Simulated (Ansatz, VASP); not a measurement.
C: VASP beside Ansatz

```xyz
2
Lattice="0.0000 1.7801 1.7801 1.7801 0.0000 1.7801 1.7801 1.7801 0.0000" Properties=species:S:1:pos:R:3 pbc="T T T"
C     1.7801    1.7801    1.7801
C     2.6702    2.6702    2.6702
```

This isn't the form of C at room conditions, which is graphite.

Alike in both runs: task single point; functional r2SCAN; k mesh 12 × 12 × 12; occupations gaussian, width 0.05 eV; no spin polarisation.

```csv
,VASP,Ansatz
version,VASP 6.6.1,Ansatz 0.2.0
potentials or method,"VASP PAW PBE potentials, release 64 (C)","scalar-relativistic, plane waves, PAW"
plane-wave cutoff (eV),520,500
valence electrons in the cell,8,8
```

|  | VASP | Ansatz | Ansatz less VASP |
| --- | --- | --- | --- |
| gap on the k mesh at the Fermi level (eV) | 4.36 | 4.39 | +0.030 |
| least direct gap on the mesh (eV) | 5.85 | 5.90 | +0.045 |
| pressure (GPa) | 1.1 | 0.0 | -1.12 |

Caveats: the PAW data sets were made with another functional, which shifts forces and pressure a little (VASP).
